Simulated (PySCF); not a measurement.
Compound: phenylacetylene, C₈H₆.
SMILES with atom numbers: `[CH:1]#[C:2][c:3]1[cH:4][cH:5][cH:6][cH:7][cH:8]1` (hydrogens: H9 on C1; H10 on C4; H11 on C5; H12 on C6; H13 on C7; H14 on C8)

Geometry (PBE0-D3(BJ)/def2-SVP, Å), atoms numbered from 1 in this order:
```
atom  x, y, z in Å
C1     2.2492    2.0294    1.6776
C2     1.4460    1.3437    1.0799
C3     0.5001    0.5357    0.3763
C4    -0.0237    0.9667   -0.8548
C5    -0.9437    0.1792   -1.5386
C6    -1.3533   -1.0440   -1.0076
C7    -0.8385   -1.4791    0.2136
C8     0.0821   -0.6981    0.9043
H9     2.9602    2.6365    2.2063
H10    0.3009    1.9250   -1.2649
H11   -1.3452    0.5232   -2.4947
H12   -2.0764   -1.6602   -1.5471
H13   -1.1572   -2.4365    0.6325
H14    0.4887   -1.0333    1.8604
```

Theory: TDDFT wB97X-D/def2-SVPD, vertical, gas phase, core orbitals frozen in the response (PySCF 2.14.0, density-fitted response routines).

Frontier orbitals with the atoms that hold most of them (Löwdin shares over 4%, at most four atoms; ? is withheld):

```tsv
orbital	ε (eV)	atoms
HOMO-3	-10.96	C2 26%, C1 21%, C6 14%, C3 11%
HOMO-2	-9.97	C1 42%, C2 40%, C3 6%
HOMO-1	-9.36	?
HOMO	?	C1 21%, C2 16%, C6 16%, C3 15%
LUMO	0.57	?
LUMO+1	1.27	C7 19%, C5 19%, C4 18%, C8 18%
LUMO+2	2.36	C1 15%, C2 12%, C5 8%, C7 8%
```

Task: Which atoms hold the HOMO-1, and with what shares?

Result: C8 (bonded to 2 C and H) 20%; C4 (bonded to 2 C and H) 20%; C5 (bonded to 2 C and H) 20%; C7 (bonded to 2 C and H) 20%.

Task: Which atoms hold the LUMO, and with what shares?

Result: C6 (bonded to 2 C and H) 17%; C3 (bonded to 3 C) 16%; C1 (bonded to C and H) 13%; C2 (bonded to 2 C) 10%.

Task: What is the HOMO energy, and the HOMO–LUMO gap?

Result: ε(HOMO) = -8.61 eV; the gap is 9.18 eV (0.3375 hartree).

Task: The HOMO–LUMO gap is 9.18 eV. Where does the response calculation put the lowest singlet, and from which orbitals?

Result: S1 is at 5.18 eV (f = 0.0006), 4.00 eV below the gap, made of HOMO-1→LUMO (49%), HOMO→LUMO+1 (47%). Its leading pair isn't HOMO and LUMO; the energies of that pair differ by 9.93 eV. Without the coupling terms of the response equations the lowest excitation would equal the gap.

Task: Give energy, strength and leading configuration of S2 and S3, and follow the Löwdin shares of the leading atoms from the occupied to the empty orbital.

Result: 
- S2 (5.34 eV, f 0.304), HOMO→LUMO (87%): C1 21% → 13%, C2 16% → 10%, C6 16% → 17%, C3 15% → 16%
- S3 (5.66 eV, f 0.0000), HOMO-2→LUMO (89%): C1 42% → 13%, C2 40% → 10%, C6 at most 4% → 17%, C3 6% → 16%
